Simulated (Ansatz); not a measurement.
`C1=CCC=C1` and `FC1=CCC=C1` differ in one atom or group.

Ansatz, PBE0-D4/def2-TZVP geometries, multiplicity 1. 

| property | `C1=CCC=C1` |
| --- | --- |
| HOMO–LUMO gap (PBE0/def2-TZVPP) / eV | 5.86 |
| zero-point energy (PBE0-D4/def2-TZVP) / kJ/mol | 243.6 |
| ideal-gas entropy at 298 K and 1 bar (rigid rotor, harmonic PBE0-D4/def2-TZVP) / J/(mol·K) | 273 |
| size of the dipole moment (PBE/def2-TZVPP) / D | 0.53 |
| HOMO–LUMO gap (PBE/def2-TZVPP) / eV | 3.90 |
| LUMO energy (PBE0/def2-TZVPP) / eV | -0.48 |

(1) What does the change do to each property? (An estimate is asked.)

Results:

(1) Computed: 
| property | `FC1=CCC=C1` | shift |
| --- | --- | --- |
| HOMO–LUMO gap (PBE0/def2-TZVPP) / eV | 5.88 | 0.02 |
| zero-point energy (PBE0-D4/def2-TZVP) / kJ/mol | 223.6 | -20.0 |
| ideal-gas entropy at 298 K and 1 bar (rigid rotor, harmonic PBE0-D4/def2-TZVP) / J/(mol·K) | 298 | 25 |
| size of the dipole moment (PBE/def2-TZVPP) / D | 1.77 | 1.24 |
| HOMO–LUMO gap (PBE/def2-TZVPP) / eV | 3.88 | -0.02 |
| LUMO energy (PBE0/def2-TZVPP) / eV | -0.63 | -0.15 |

Dipoles are sizes alone; their direction can turn.

Positive LUMOs are unbound, so they and the gaps depend on the basis.
